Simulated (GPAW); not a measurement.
GaAs:

```
CELL_PARAMETERS angstrom
0.00000 2.82685 2.82685
2.82685 0.00000 2.82685
2.82685 2.82685 0.00000
ATOMIC_POSITIONS crystal
As 0.75000 0.75000 0.75000
Ga 0.00000 0.00000 0.00000
```

Program: GPAW 26.7.0. Alike in all runs: cell as given; cutoff (eV) 600. Hardware: 1 thread of Arm Neoverse V2 (shared host).

Order these runs on this cell by their wall time, lowest first.
A. task single point; level PBE; potentials or basis GPAW PAW data sets (gpaw-data 1.2.1), pw; spin off; k mesh 8 × 8 × 8; smearing gaussian 0.015 eV
B. task band structure; level LDA; potentials or basis the program's PAW data sets (release 1.2.1) made for this functional, pw; spin off; k mesh 8 × 8 × 8; smearing fermi-dirac 0.05 eV; band path GXWKGLUWLK,UX; band points 80
C. task band structure; level r2SCAN; potentials or basis GPAW PAW data sets (gpaw-data 1.2.1), pw; spin SOC, no magnetisation; k mesh 6 × 6 × 6; smearing fermi-dirac 0.05 eV; band path GXWKGLUWLK,UX; band points 100; spin axis theta (degrees) 0; spin axis phi (degrees) 0

A (8.4 s), B (23 s), C (71 s).

Caveats: spin-orbit coupling was added after a scalar SCF, so levels and gaps hold it while energy, forces, pressure and moments don't (some runs).

Not every run made on this cell is shown here.
